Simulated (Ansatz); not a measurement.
Worked example: GeH(SH)3 + C3H8S2 → Ge(SH)4 + C3H8S

Species: GeH(SH)3, singlet; C3H8S2 (1,3-propanedithiol) `SCCCS`, singlet; Ge(SH)4, singlet; C3H8S `CCCS`, singlet. The partners trade H for SH: Ge–H and C–SH bonds give way to Ge–SH and C–H.

Shapes, held fixed at every level: PBE0-D4/def2-TZVP. Flexible molecules stand in one conformer, not always the lowest. Programs: Ansatz 0.2.0. Electronic energies: no zero-point or thermal term.

At CCSD(T)/def2-TZVPP; 1 Eh = 2625.50 kJ/mol:

```
 species   energy (Eh)
GeH(SH)3  -3271.292303
  C3H8S2   -914.378596
 Ge(SH)4  -3669.063772
   C3H8S   -516.647279
```

Question: Work out ΔE of the reaction at this level.

Answer: 
1. Products less reactants: (-3669.063772) + (-516.647279) − [(-3271.292303) + (-914.378596)] = -0.040152 Eh = -105.4 kJ/mol.

Other levels give -111.6 (MP2/def2-TZVPP) to -101.1 kJ/mol (HF/def2-TZVPP). No measured value is set beside it here. Relativity is left out for Ge. Outer-core shells of Ge are correlated, in sets that cover them unevenly.
